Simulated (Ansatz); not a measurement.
The geometry is COD entry 9008768, unchecked; take it as a test cell.

An input for YN: DFT, LDA, all-electron LAPW, scalar-relativistic (Ansatz 0.2.0).

Command: `ansatz run input.yaml --threads 1 --pin off --max-ram 3072MiB --backend cpu --events-out ev --progress --plain --runs-dir out` The run took 14 s on 1 thread of Arm Neoverse V2, with other jobs on the host, peak memory 0.3 GiB.

```yaml
crystal:
  lattice:
    - [0.0, 2.4385, 2.4385]
    - [2.4385, 0.0, 2.4385]
    - [2.4385, 2.4385, 0.0]
  atoms:
    - { symbol: "Y", position: [0.0, 0.0, 0.0] }
    - { symbol: "N", position: [0.5, 0.5, 0.5] }
kpoints:
  mp_grid: { grid: [11, 11, 11] }
  band_path:
    path:
      - [0.0, 0.0, 0.0]
      - [0.5, 0.0, 0.5]
      - [0.625, 0.25, 0.625]
      - [0.375, 0.375, 0.75]
      - [0.0, 0.0, 0.0]
      - [0.5, 0.5, 0.5]
      - [0.5, 0.25, 0.75]
      - [0.5, 0.0, 0.5]
    npoints: 14
scf:
  occupations: { method: fermi_dirac, width: 0.03 }
hamiltonian:
  xc: lda
  pseudopotentials: { kind: all_electron, lapw: { basis_error: 0.001 } }
output:
  forces: true
  stress: true
  eigenvalues: true
  populations: true
  dos: { projected: true, de: 0.2, e_range: [-14, 8] }
```

Set-up and iterations as logged by Ansatz (the results part is left out, to be predicted):

```
Y: projections on atomic orbitals take those of the free atom 1s2 2s2 2p6 3s2 3p6 3d10 4s2 4p6 4d1 5s2, of charge +0.00 (hamiltonian.pseudopotentials.projection_atoms)
N: projections on atomic orbitals take those of the free atom 1s2 2s2 2p3, of charge +0.00 (hamiltonian.pseudopotentials.projection_atoms)
LAPW: plane waves up to 8.013 Å⁻¹, error target 1.0e-3 eV per atom; small_component_spin mean_spin; N in spheres of 1.130 Å, 7 of its electrons in bands, Dirac shells []; Y in spheres of 1.308 Å, 29 of its electrons in bands, Dirac shells []
Engine: ansatz 0.2.0
Pseudopotentials: kind: all_electron
Pseudopotential: Y, LAPW, valence charge 29, Koelling and Harmon's equation, gaussian nucleus
Pseudopotential: N, LAPW, valence charge 7, Koelling and Harmon's equation, gaussian nucleus
Functional definition: SPW92
  exchange = slater_x
  correlation = pw_c
Crystal: 2 atoms, lattice volume = 29.000 Å³
Basis set: ecut = 244.6292610570521 eV, 259 PW (Γ), exchange–correlation at level 2
Bands: 22, of which v1, the nominal top of the filled ones, is band 18 counted from 1 (17 counted from 0)
Symmetry: 48 space group operations
Space group: Fm-3m (ITA 225), of the structure as read, at distance tolerance 3.1e-5 Å
k-points: 56 of 1331
Non-local potential: Y, projectors of the file, none
Non-local potential: N, projectors of the file, none
Initial density: superposition of atomic densities (chi_scale 0.1, normalization cell, long waves kept (reshape's long-wave potential 0.00 eV rms))
Initial wavefunctions: plane waves of lowest kinetic energy (no species holds an atomic orbital)
Functional: x = slater, c = lda
iter 1 solved again at ethr=1.42e-2 eV; its pass at ethr=1.00e-1 eV (dr2=5.10e0 eV) is discarded
SCF iter   1: F=—  HF=-93502.571198 eV  |F-HF|=—  |Δ(HF+E_count)|=         —  Δρ=1.09e-1  dr2=5.10e0  ethr=1.42e-2  ⟨swp⟩=2.0  Hψ=8226  notcnv=0
SCF iter   2: F=—  HF=-93502.338430 eV  |F-HF|=—  |Δ(HF+E_count)|=   2.33e-1  Δρ=8.89e-2  dr2=3.21e0  ethr=1.42e-2  ⟨swp⟩=3.0  Hψ=3677  notcnv=0
iter 3 solved again at ethr=5.37e-4 eV; its pass at ethr=8.91e-3 eV (dr2=1.93e-1 eV) is discarded
SCF iter   3: F=—  HF=-93500.227413 eV  |F-HF|=—  |Δ(HF+E_count)|=    2.11e0  Δρ=2.12e-2  dr2=1.93e-1  ethr=5.37e-4  ⟨swp⟩=2.0  Hψ=6199  notcnv=0
SCF iter   4: F=—  HF=-93500.425632 eV  |F-HF|=—  |Δ(HF+E_count)|=         —  Δρ=4.08e-2  dr2=7.50e-1  ethr=5.37e-4  ⟨swp⟩=3.0  Hψ=4280  notcnv=0
the basis was enlarged: its passes take 128.0 KiB over the memory plan, 1 of 1 planned eigensolver slots
SCF iter   5: F=—  HF=-93500.192292 eV  |F-HF|=—  |Δ(HF+E_count)|=   2.33e-1  Δρ=9.99e-3  dr2=4.50e-2  ethr=5.37e-4  ⟨swp⟩=2.1  Hψ=3689  notcnv=0
SCF iter   6: F=—  HF=-93500.177767 eV  |F-HF|=—  |Δ(HF+E_count)|=   1.45e-2  Δρ=6.75e-4  dr2=2.07e-4  ethr=1.25e-4  ⟨swp⟩=2.0  Hψ=3950  notcnv=0
SCF iter   7: F=—  HF=-93500.177656 eV  |F-HF|=—  |Δ(HF+E_count)|=   1.11e-4  Δρ=1.63e-4  dr2=1.20e-5  ethr=5.75e-7  ⟨swp⟩=2.0  Hψ=3734  notcnv=0
SCF iter   8: F=—  HF=-93500.177652 eV  |F-HF|=—  |Δ(HF+E_count)|=   4.61e-6  Δρ=2.07e-5  dr2=1.90e-7  ethr=3.34e-8  ⟨swp⟩=2.0  Hψ=3734  notcnv=0
SCF iter   9: F=-93500.177651 eV  HF=-93500.177651 eV  |F-HF|=9.02e-10  |Δ(HF+E_count)|=   6.17e-8  Δρ=9.37e-7  dr2=3.54e-10  ethr=5.29e-10  ⟨swp⟩=2.0  Hψ=3736  notcnv=0
```

**Question.** What pressure will this run report?

**Answer.** -5.94 GPa (positive in compression).

**Question.** Is there a band gap?

**Answer.** 0.09 eV, indirect from Γ to X (0.5, 0, 0.5) (so small a gap may close at points that the mesh and path miss).
